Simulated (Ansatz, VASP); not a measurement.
# GaSb in two plane-wave programs

Aim: how closely do two programs agree when they are given the same cell, functional and k mesh? The cell is taken from a series of runs on this material, whose earlier steps may have relaxed, scaled, displaced or heated it; both programs get it as it stands.

Calculated with Ansatz 0.2.0; plane waves, with VASP 6.6.1 beside it; zone-centre phonons at PBEsol.

## Step 1: Set-up

Symmetry: I-4m2, No. 119, tetragonal system. Conventional cell: a = 4.272 Å, b = 4.272 Å, c = 6.356 Å, α = 90.00°, β = 90.00°, γ = 90.00°. Ga has 4 Sb at 2.66 Å nearest. Nearest to Sb lie 4 Ga at 2.66 Å. Farther neighbours are not listed.

## Step 2: Ansatz: zone-centre phonons, PBEsol

Ansatz runs on its PAW soft_1 files.

Second derivatives magnify differences that forces hide, and they need a tight electronic threshold.

The input, input.yaml:

```yaml
crystal:
  lattice:
    - [0.0, 3.0206327016, 3.1779990591]
    - [3.0206327016, 0.0, 3.1779990591]
    - [3.0206327016, 3.0206327016, 0.0]
  atoms:
    - { symbol: Ga, position: [0.0, 0.0, 0.0] }
    - { symbol: Sb, position: [0.75, 0.75, 0.75] }
kpoints:
  mp_grid: { grid: [12, 12, 12] }
hamiltonian:
  xc: pbesol
  pseudopotentials: { kind: paw, azcp: { folder: soft_1 }, xc_functional: pbe }
scf:
  occupations: { method: methfessel_paxton, width: 0.2 }
output:
  eigenvalues: true
phonons:
  method: dfpt
```

On the command line:

```
$ ansatz run input.yaml --threads 4 --pin off --max-ram 10240MiB --backend cpu --events-out ev --progress --plain --runs-dir out
```

Numbers of over 12 decimals in the logs are rounded to 6 here.

The program printed:

```text
zone centre: on kpoints.mp_grid the ground state, and the responses unless they are solved on pairs of k-points, stand on 280 of the mesh's 1728 k-points, reduced under 4 symmetry operations, with k and −k counted as one. Each operation leaves every solved displacement unchanged or reverses it
Engine: ansatz 0.2.0, aarch64-unknown-linux-gnu
Pseudopotentials: kind: paw
Pseudopotential: Ga, paw, valence charge 13, recommended cutoff 420 eV (normal), soft_1/Ga.paw.azcp
Pseudopotential: Sb, paw, valence charge 15, recommended cutoff 420 eV (normal), soft_1/Sb.paw.azcp
Functional definition: PBEsol
  exchange = pbesol_x
  correlation = pbesol_c
Crystal: 2 atoms, lattice volume = 57.994 Å³
Basis set: ecut = 420 eV, 1131 PW (Γ), exchange–correlation on 60×60×60 points (8 copies of the dense FFT grid, shifted against one another)
Bands: 18, of which v1, the nominal top of the filled ones, is band 14 counted from 1 (13 counted from 0)
Symmetry: 8 space group operations
k-points: 280 of 1728 (irreducible under 4 space group operations, time reversal used)
Non-local potential: Ga, projectors of the file, l = 0: 2, l = 1: 2, l = 2: 3, l = 3: 1
Non-local potential: Sb, projectors of the file, l = 0: 2, l = 1: 2, l = 2: 2, l = 3: 1
PAW form: soft (Blöchl's): semilocal exchange-correlation on the pseudo side does not see the compensation charge
PAW frozen core: Ga, regenerated for the run's functional, and the local potential with it (the file was generated under x = pbe(κ = 0.804, μ = 0.219515), c = pbe(β = 0.066725))
PAW frozen core: Sb, regenerated for the run's functional, and the local potential with it (the file was generated under x = pbe(κ = 0.804, μ = 0.219515), c = pbe(β = 0.066725))
PAW one-centre angular grid: Ga, 590 points (default); XC on 64 Gauss nodes
PAW one-centre angular grid: Sb, 590 points (default); XC on 64 Gauss nodes
Initial density: superposition of atomic densities (chi_scale 0.1, normalization cell, long waves kept (reshape's long-wave potential 0.00 eV rms))
Initial wavefunctions: pseudopotential atomic-orbital guess
Functional: x = pbesol(κ = 0.804, μ = 0.123457), c = pbesol(β = 0.046)
SCF iter   1: F=—  HF=-10151.683468 eV  |F-HF|=—  |Δ(HF+E_count)|=         —  Δρ=3.12e-2  dr2=4.03e-1  ethr=3.10e-3  ⟨swp⟩=5.6  Hψ=25942  notcnv=0
preconditioner: auto → none  [insulator: Δε(μ)=0.182 eV  Ē_g=14.654 eV  σ=0.200 eV  W_gap=0.60  n_scr=14 (ndim 8)  ℏωp=20.7 eV  f_vac=0.008  D(μ)=0.03/eV (n_scr^D=0)  ε∞_Penn≈3.0]
SCF iter   2: F=—  HF=-10151.607826 eV  |F-HF|=—  |Δ(HF+E_count)|=   7.56e-2  S|Δr|=    0.00e0  Δρ=1.42e-2  dr2=6.81e-2  ethr=1.44e-3  ⟨swp⟩=2.0  Hψ=8387  notcnv=0
SCF iter   3: F=—  HF=-10151.606018 eV  |F-HF|=—  |Δ(HF+E_count)|=   1.81e-3  S|Δr|=    0.00e0  Δρ=4.97e-3  dr2=1.39e-2  ethr=2.43e-4  ⟨swp⟩=2.0  Hψ=8118  notcnv=0
SCF iter   4: F=—  HF=-10151.599822 eV  |F-HF|=—  |Δ(HF+E_count)|=   6.20e-3  S|Δr|=    0.00e0  Δρ=7.87e-4  dr2=1.99e-4  ethr=4.98e-5  ⟨swp⟩=2.0  Hψ=7561  notcnv=0
SCF iter   5: F=—  HF=-10151.599801 eV  |F-HF|=—  |Δ(HF+E_count)|=   2.05e-5  S|Δr|=    0.00e0  Δρ=3.53e-4  dr2=2.56e-5  ethr=7.11e-7  ⟨swp⟩=2.0  Hψ=7566  notcnv=0
SCF iter   6: F=—  HF=-10151.599804 eV  |F-HF|=—  |Δ(HF+E_count)|=   3.12e-6  S|Δr|=    0.00e0  Δρ=3.10e-5  dr2=4.14e-7  ethr=9.16e-8  ⟨swp⟩=2.0  Hψ=8767  notcnv=0
SCF iter   7: F=—  HF=-10151.599804 eV  |F-HF|=—  |Δ(HF+E_count)|=   4.27e-8  S|Δr|=    0.00e0  Δρ=6.33e-6  dr2=2.00e-8  ethr=1.48e-9  ⟨swp⟩=2.0  Hψ=8969  notcnv=0
SCF iter   8: F=—  HF=-10151.599804 eV  |F-HF|=—  |Δ(HF+E_count)|=   1.96e-8  S|Δr|=    0.00e0  Δρ=9.18e-7  dr2=5.00e-10  ethr=7.14e-11  ⟨swp⟩=2.3  Hψ=7278  notcnv=0
SCF iter   9: F=—  HF=-10151.599804 eV  |F-HF|=—  |Δ(HF+E_count)|=  4.18e-10  S|Δr|=    0.00e0  Δρ=1.66e-7  dr2=1.01e-11  ethr=1.00e-12  ⟨swp⟩=5.0  Hψ=27851  notcnv=0
SCF iter  10: F=-10151.599804 eV  HF=-10151.599804 eV  |F-HF|=3.64e-12  |Δ(HF+E_count)|=    0.00e0  S|Δr|=    0.00e0  Δρ=4.30e-8  dr2=1.04e-12  ethr=1.00e-12  ⟨swp⟩=5.9  Hψ=20913  notcnv=0
SCF 1 converged in 10 iterations: F = -10151.599804 eV  dr2 = 1.04e-12
  greatest PAW one-centre occupation: 0.996 electrons in one spin orbital (limit 2), on the Sb atom at site 1 (counted from 0), in its partial waves of l = 2
DFPT response loops at Γ: preconditioner auto → Kerker (q_TF=auto, 2.417 Å⁻¹) (partly filled bands, converged f_vac=0.079); β = 1.00, the filter's whole step (`scf.mixing.beta` (0.50) is not read by the response loops under this deck's `scf.mixing.preconditioner`; to damp them name `kerker` or `kerker_dos`, under which they read `scf.mixing.beta`, and type it under 1.00, their step now; both keys bind the ground state too); Broyden in place of MSR1
SCF converged after 10 iterations
Stability not checked: this state was not tested for a lower state beside it, because cold or Methfessel-Paxton smearing, or corrected tetrahedra, fill the levels in a way that the test cannot read (fill_not_monotonic; see scf.lower_state_search)
Free energy (F): -10151.599804 eV
Harris-Foulkes:  -10151.599804 eV  (|F-HF|=3.64e-12)
Internal energy: -10151.600239 eV  (E = F + TS)
E sigma→0 (E₀):  -10151.599913 eV
Entropy (-TS):   0.000435 eV (0.218 meV/atom)
Fermi energy:    7.639002 eV
Step filling:    the computed levels leave a gap of 0.0000 eV = 0.0 smearing widths at the electron count; against every level under it full and every level over it empty, smearing changes F+E_penalty+E_count by +0.137 meV and its σ→0 estimate by +0.028 meV
--- Per-component energies (eV) ---
  E_band       = -265.242884
  E_kinetic    = 275.290766
  E_local      = -3396.712848  (includes V_loc(G=0)·N_el)
  E_nonlocal   = 299.507612
  E_hartree    = 1734.033321
  E_xc         = -160.183946
  E_vxc        = -145.810405  (∫ρ·V_xc dr)
  E_paw        = -6420.561829  (= ΣΔE_a)
  E_vpaw       = -765.584581  (= ΣTr[D̂ρ^β])
  E_aug_tail   = -0.000072  (compensation charges beyond the density's cutoff)
  E_ewald      = -2484.168077
  E_core_change = 1.194834  (= ΣΔE_core)
  E_smearing   = 0.000435  (= −TS)
  E_closure    = 0.000000  (closes the sum)
  Σ components = -10151.599804   (vs F -10151.599804, Δ=0.00e0)
--- Band table (eV; the first three rows and the last of 280) ---
  k-point 0: bands = [... 10 lower, -3.9003, 7.2994, 7.3814, 7.6124, 7.6124, 10.2480, 10.2480, 10.3941]
  k-point 1: bands = [... 10 lower, -3.8298, 6.1425, 7.2800, 7.5004, 8.3182, 10.3925, 10.4167, 10.6353]
  k-point 2: bands = [... 10 lower, -3.6224, 4.7819, 6.9861, 7.2482, 8.4332, 10.7957, 10.8011, 11.4284]
  k-point 279: bands = [... 10 lower, -1.6267, 0.6103, 5.1840, 5.1840, 8.6340, 8.9139, 16.0731, 16.0731]
--- Phonons (Γ-DFPT): 4 representative perturbations + reference, on 280 of 1728 k-points (Σ response iterations 12) ---
  k mesh reduced under 4 symmetry operations, with k and −k counted as one. Each operation leaves every solved displacement unchanged or reverses it
  ASR residual: 4.686e-5 → 0.000e0 eV/Å²; symmetrization residual: 4.001e-6 eV/Å²
  ASR residual per site (eV/Å²): 4.69e-5 3.88e-5
  Γ frequencies (cm⁻¹): 0.00 0.00 0.00 213.19 214.45 214.45
  non-analytic LO–TO correction: not included (Born effective charges unavailable; polar crystals: no LO–TO splitting at Γ)
```

[end of part 1 of 2]

[Lines on the potential files, build, host, timing and source positions are cut from VASP's logs without a mark.]

[Logs are printed without paths, hosts, clocks, repeated set-up lines and the standing remarks that a program may print on its own settings, such as how far it seeks lower states.]

[Hosts, paths, dates, database ids (printed as entryN), source tags and the programs' standing remarks are cut or masked in the printed files.]
